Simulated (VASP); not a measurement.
Ge: single point with PBE

**What was measured.**

“Electronic and optical properties of SixGe1-x-ySny alloys lattice-matched to Ge”, 2021, arxiv:2109.02782 reports, for a bulk crystal of Ge at 300 K: band gap 0.807 eV (direct).

The system is Ge.

```
Ge
1.0
     0.00000    2.82891    2.82891
     2.82891    0.00000    2.82891
     2.82891    2.82891    0.00000
Ge
2
Direct
  0.75000 0.75000 0.75000
  0.50000 0.50000 0.50000
```

| Quantity | Value |
| --- | --- |
| Program | VASP 6.6.1 |
| Task | single point |
| Functional | PBE |
| Potentials or basis | VASP PAW PBE potentials, release 64 (Ge_d) |
| Cutoff | 520 eV |
| k mesh | 8 × 8 × 8 |
| Occupations | gaussian, width 0.012 eV |
| Spin | no spin polarisation |

- Pressure: 3.5 GPa
- Band gap on the k mesh: 0.03 eV, direct

Levels at points of the mesh, in eV from the valence-band top:
| k point | band 11 | band 12 | band 13 | band 14 | band 15 | band 16 | band 17 | band 18 |
| --- | --- | --- | --- | --- | --- | --- | --- | --- |
| (0.00, 0.00, 0.00) | -12.77 | 0.00 | 0.00 | 0.00 | 0.03 | 2.55 | 2.55 | 2.55 |
| (0.50, 0.00, 0.00) | -10.68 | -7.60 | -1.41 | -1.41 | 0.18 | 3.75 | 3.75 | 7.13 |
| (0.50, 0.50, 0.00) | -8.89 | -8.89 | -3.07 | -3.07 | 0.75 | 0.75 | 9.52 | 9.52 |

Run time: 17 s on 1 thread of Intel(R) Xeon(R) Platinum 8559C (Emerald Rapids), with other jobs on the host, peak memory 0.16 GiB.

Against the measured gap of Ge, 0.807 eV (direct; 300 K; “Electronic and optical properties of SixGe1-x-ySny alloys lattice-matched to Ge”, 2021, arxiv:2109.02782), the calculated 0.03 eV is off by -0.77 eV. 3 values of this kind are on record (0.666 to 0.807 eV); this one was drawn at random among those near their median. Spin-orbit coupling on Ge is left out. The value is that of PBE on a finite k mesh, which can miss the band edges, without temperature or zero-point motion. Semilocal functionals fall short of measured gaps as a rule.
